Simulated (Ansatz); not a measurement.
## Field gradients of Si3N4 from run to run

Cell of run 1: an entry of the Crystallography Open Database (COD), taken as it stands.

Space group I-43d (No. 220); a = 6.4747 Å.

| site | Wyckoff | site symmetry | x | y | z |
| --- | --- | --- | --- | --- | --- |
| Si | 12b | -4.. | 0.3750 | 0.5000 | 0.7500 |
| N | 16c | .3. | 0.2814 | 0.2814 | 0.2814 |

One atom of each set is listed; the run and its k-mesh use a cell of 14 atoms with edges of 5.61, 5.61, 5.61 Å.

Relaxed positions (PBE, cell held):

Si (0.3750, 0.5000, 0.7500)
N (0.2814, 0.2814, 0.2814)

All runs are DFT with Ansatz 0.2.0 (plane waves and PAW, scalar-relativistic unless spin–orbit coupling is named, Γ-centred meshes, Fermi–Dirac smearing where given) in this cell.

Run 1: PBE, atoms as given; 420 eV, 6×6×6 k-points, smearing 0.02 eV.
Run 2: r2SCAN, at the relaxed atoms; 500 eV, 6×6×6 k-points, smearing 0.02 eV.
Run 3: PBE, gradients read without the response of the cores, at the relaxed atoms; 420 eV, 6×6×6 k-points, smearing 0.02 eV.
Run 4: PBE, at the relaxed atoms; 350 eV, 6×6×6 k-points, smearing 0.02 eV; this cutoff lies below the one recommended for these PAW files.

| run | Si V_zz (η) | N V_zz (η) |
| --- | --- | --- |
| 1 | -0.10 (0.00) | -5.77 (0.00) |
| 2 | -0.10 (0.00) | -5.92 (0.00) |
| 3 | -0.077 (0.00) | -5.98 (0.00) |
| 4 | ? | ? |

V_zz in 10²¹ V/m².

(1) Estimate the row of run 4.

Results:

(1) Si: -0.10 (0.00); N: -5.66 (0.00). It lies nearest to run 1, from whose tensors on these sites it differs by 0.11 at most (largest principal value of the difference, on N). Taken one at a time, the response of the cores moves the tensors on these sites by up to 0.22 (largest principal value of the change, on N), the functional (r2SCAN with its higher cutoff) by 0.15 (N), the cutoff by 0.11 (N).
